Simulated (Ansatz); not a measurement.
## Moving the pressure in BaTiO3

The cell as given:

```cif
data_structure
_symmetry_space_group_name_H-M 'P 1'
_symmetry_Int_Tables_number 1
_cell_length_a 3.9998
_cell_length_b 3.9998
_cell_length_c 4.0180
_cell_angle_alpha 90.000
_cell_angle_beta 90.000
_cell_angle_gamma 90.000
_cell_volume 64.28
loop_
_atom_site_label
_atom_site_type_symbol
_atom_site_fract_x
_atom_site_fract_y
_atom_site_fract_z
_atom_site_occupancy
Ba1 Ba 0.00000 0.00000 0.00000 1
Ti1 Ti 0.50000 0.50000 0.49000 1
O1 O 0.00000 0.50000 0.51700 1
O2 O 0.50000 0.00000 0.51700 1
O3 O 0.50000 0.50000 0.01900 1
```

The cell comes from a database or a generator and needn't be the form met in nature.

Kept alike: task relaxation of cell and atoms; functional PBEsol; k mesh 7 × 7 × 7; occupations fermi-dirac, width 0.05 eV; no spin polarisation. Program: Ansatz, Ansatz PAW, cutoff 420 eV. The mesh is that of the run's cell of 5 atoms. No spin-orbit coupling.

```csv
"pressure, P (GPa)",volume (Å³/atom)
0,12.653
2,12.468
5,12.232
10,11.909
20,11.429
30,11.036
```

The relaxations keep at least the cell's symmetry (P4mm). The runs follow the start's structure, whether or not it is the stable one at these pressures. Ansatz's relaxations hold a Pulay term in the stress (up to 0.7 GPa here). All rows use potentials made for PBE.

Task: What does the pressure change here?

Result: The volume falls from 12.653 to 11.036 Å³/atom between 0 and 30 GPa. The volume falls ever more slowly, since the solid stiffens under load. At the pressures aimed at, which the runs meet within some tenths of a GPa, the step from 0 to 5 GPa gives a mean bulk modulus near 148 GPa, the last step 286 GPa.
